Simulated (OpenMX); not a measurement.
# BaS under changes of volume

One of the cells (32.576 Å³/atom); the others are scaled copies at fixed shape and fractional positions:

```
Ba S
1.0
     0.00000    3.19375    3.19375
     3.19375    0.00000    3.19375
     3.19375    3.19375    0.00000
Ba S
1 1
Direct
  0.00000 0.00000 0.00000
  0.50000 0.50000 0.50000
```

```yaml
Program: OpenMX 3.8.5
Functional: PBE
Potentials_or_basis: OpenMX 2013 PBE set, Ba10.0-s3p2d1, S7.0-s2p2d1, fixed grid of 40 × 40 × 40 points
k_mesh: 7 × 7 × 7
Occupations: fermi-dirac, width 0.05 eV
Spin: no spin polarisation
```

```csv
volume (Å³/atom),energy over the lowest point (meV/atom),gap on the mesh (eV)
30.622,41.33,1.85
31.273,24.16,1.89
31.925,11.99,1.93
32.576,4.16,1.96
33.228,0.31,1.99
33.879,0.00,2.02
34.531,?,?
```

Q: What does the run at 34.531 Å³/atom give?

A: Energy over the lowest point 2.86 meV/atom; gap on the mesh 2.05 eV.

Worked out: A Birch-Murnaghan fit of order 3 (a polynomial in V^(-2/3)) to the other rows has its minimum at 33.61 Å³/atom with B0 = V·E''(V) = 42 GPa and B' = 4.7. It gives 2.84 meV/atom at 34.531 Å³/atom, against the run's 2.86. A straight line through the other rows of the gap, of slope 1.67 eV per unit of ln V, extrapolates to 2.06 eV, against the run's 2.05.

Energies are extrapolated to zero smearing.

Caveats: spin-orbit coupling is left out, which moves the levels of the heavy elements; an odd mesh through Γ misses points on the zone boundary, where band edges often lie; the basis of atomic orbitals isn't converged, which shifts pressures, moduli and gaps.
